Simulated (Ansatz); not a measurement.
GaN built on the zincblende prototype, relaxed with r2SCAN in Ansatz 0.2.0: space group F-43m (No. 216), cubic; a = 4.498 Å in the conventional setting, 11.37 Å³ an atom. Around Ga lie 4 N at 1.95 Å; around N lie 4 Ga at 1.95 Å. The primitive cell holds 2 atoms in 22.75 Å³. Spin-unpolarised throughout; all numbers are computed.

Computed values: HSE06 (6×6×6) gives a least gap of 3.01 eV, direct. In PBE's bands the lowest conduction level rises by 0.386 eV from Γ to the point 0.1397 1/Å along Γ–X; the direct gap at Γ is 1.76 eV. r2SCAN's ε∞ is 5.50.

**What is the density?** The cell holds 1 Ga, 1 N: M = 1×69.723 + 1×14.007 = 83.73 u in V = 22.75 Å³. ρ = 1.66054 × M/V = 1.66054 × 83.73/22.75 = 6.112 g/cm³, for the static r2SCAN lattice.

**At what wavelength does absorption set in by HSE06, excitons left aside?** λ = 1239.84 eV nm/E: 412 nm for the least gap.

**Estimate the electron mass at Γ from the rise of PBE's conduction level.** A parabola gives m*/mₑ = (ħ²/2mₑ) k²/ΔE = 3.810 × 0.1397²/0.386 = 0.193. The band flattens away from Γ; with E(1 + E/E_g) = ħ²k²/2m* the mass at the edge is 0.193/(1 + 0.386/1.76) = 0.158 (1/E_g is only a rough value for the bending). It is PBE's mass, and a gap that is too small makes it too light.

**What refractive index and reflectivity at normal incidence follow, below the gap and above the phonons?** n = √5.50 = 2.345; R = ((n − 1)/(n + 1))² = (1.345/3.345)² = 16.2 % a face.

The runs are scalar-relativistic, without spin-orbit coupling.

The meshes of the hybrids are coarse, so their gaps aren't converged to the digits shown.
